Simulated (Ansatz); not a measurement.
Os:

```
CELL_PARAMETERS angstrom
0.00000 1.94500 1.94500
1.94500 0.00000 1.94500
1.94500 1.94500 0.00000
ATOMIC_POSITIONS crystal
Os 0.00000 0.00000 0.00000
```

This isn't the form of Os at room conditions, which is hcp.

| Quantity | Value |
| --- | --- |
| Program | Ansatz 0.2.0 |
| Task | relaxation of cell and atoms |
| Functional | PBE |
| Dispersion | D4 |
| Potentials or basis | Ansatz PAW |
| Cutoff | 420 eV (not typed: the program's choice for these potentials) |
| k mesh | 12 × 12 × 12 |
| Occupations | fermi-dirac, width 0.05 eV |
| Spin | no spin polarisation |

At the start: volume 14.72 Å³/atom.

Q: Where does the relaxation end?

A: It ends after 5 steps and the volume is 14.06 Å³/atom (-4.4 %); space group Fm-3m (No. 225, to 0.05 Å).

The path:
| step | energy change (eV) | largest force (eV/Å) | volume (Å³) |
| --- | --- | --- | --- |
| 1 | 0.0000 | 0.0000 | 14.72 |
| 2 | -0.0348 | 0.0000 | 14.18 |
| 3 | -0.0361 | 0.0000 | 14.05 |
| 4 | -0.0361 | 0.0000 | 14.06 |
| 5 | -0.0357 | 0.0000 | 14.06 |

Final structure:
```yaml
crystal:
  lattice:
    - [0.00000, 1.91577, 1.91577]
    - [1.91577, 0.00000, 1.91577]
    - [1.91577, 1.91577, 0.00000]
  atoms:
    - { symbol: Os, position: [0.00000, 0.00000, 0.00000] }
```

Caveat: the plane-wave basis is chosen anew once the cell has moved, so the energies of steps on either side of that aren't comparable; pairwise dispersion overbinds metals, which lowers pressure and volume.
